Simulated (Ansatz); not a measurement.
**BaTiO3: course of a relaxation**

Level of theory: DFT r2SCAN, scalar-relativistic, plane waves, PAW (Ansatz). Run with 500 eV cutoff, 8×8×8 k-mesh, Gaussian smearing of 0.02 eV, no spin polarisation.

What was changed: biaxial strain in the a-b plane, c and atoms relaxed: +1.0 %.

Command:

```bash
ansatz run input.yaml --threads 1 --pin off --max-ram 2560MiB --backend cpu --events-out ev --progress --plain --runs-dir out
```

Input:

```yaml
crystal:
  lattice:
    - [4.0339791706, 0.0, 0.0]
    - [0.0, 4.0339791706, 0.0]
    - [0.0, 0.0, 3.97007455]
  atoms:
    - { symbol: Ba, position: [0.5, 0.5, 0.5] }
    - { symbol: Ti, position: [0.0, 0.0, 0.0] }
    - { symbol: O, position: [0.5, 0.0, 0.0] }
    - { symbol: O, position: [0.0, 0.5, 0.0] }
    - { symbol: O, position: [0.0, 0.0, 0.5] }
basis:
  ecutwfc: 500
kpoints:
  mp_grid: { grid: [8, 8, 8] }
hamiltonian:
  xc: r2scan
scf:
  occupations: { method: gaussian, width: 0.02 }
output:
  forces: true
  stress: true
  eigenvalues: true
relax:
  adjacent_minimum: "off"
  f_tol: 0.008
  max_steps: 40
  cell: { stress_tol: 0.015, fix: [a, b, gamma] }
```

F is the free energy. Steps run on the plane waves of an earlier cell, but the last one, and at times one on the way, on a freshly chosen basis, so a repeated geometry can differ a little in energy. The held parts of the cell keep their stress, so P needn't end at zero.

Steps:

```tsv
step	F − F(1) (eV)	largest force component (eV/Å)	V (Å³/atom)	P (GPa)
1	0.0000	0.000	12.921	-2.37
2	-0.0001	0.000	12.912	-2.25
3	-0.0001	0.000	12.908	-2.19
4	-0.0001	0.000	12.908	-2.19
```

Relaxed structure:

```cif
data_structure
_symmetry_space_group_name_H-M 'P 1'
_symmetry_Int_Tables_number 1
_cell_length_a 4.0340
_cell_length_b 4.0340
_cell_length_c 3.9661
_cell_angle_alpha 90.000
_cell_angle_beta 90.000
_cell_angle_gamma 90.000
_cell_volume 64.54
loop_
_atom_site_label
_atom_site_type_symbol
_atom_site_fract_x
_atom_site_fract_y
_atom_site_fract_z
_atom_site_occupancy
Ba1 Ba 0.50000 0.50000 0.50000 1
Ti1 Ti 0.00000 0.00000 0.00000 1
O1 O 0.50000 0.00000 0.00000 1
O2 O 0.00000 0.50000 0.00000 1
O3 O 0.00000 0.00000 0.50000 1
```

Symmetry: P4/mmm, No. 123, tetragonal system. Conventional cell: a = 4.034 Å, b = 4.034 Å, c = 3.966 Å, α = 90.00°, β = 90.00°, γ = 90.00°. Around Ba (site symmetry 4/mmm) lie 12 O at 2.83 to 2.85 Å. Ti (site symmetry 4/mmm) has 6 O at 1.98 to 2.02 Å as nearest neighbours. O (site symmetry mmm) has 2 Ti at 2.02 Å as nearest neighbours. O (site symmetry 4/mmm) has 2 Ti at 1.98 Å as nearest neighbours.

The run converged. It took 63 s on 1 thread of Arm Neoverse V2, on a shared host, peak memory 0.56 GiB.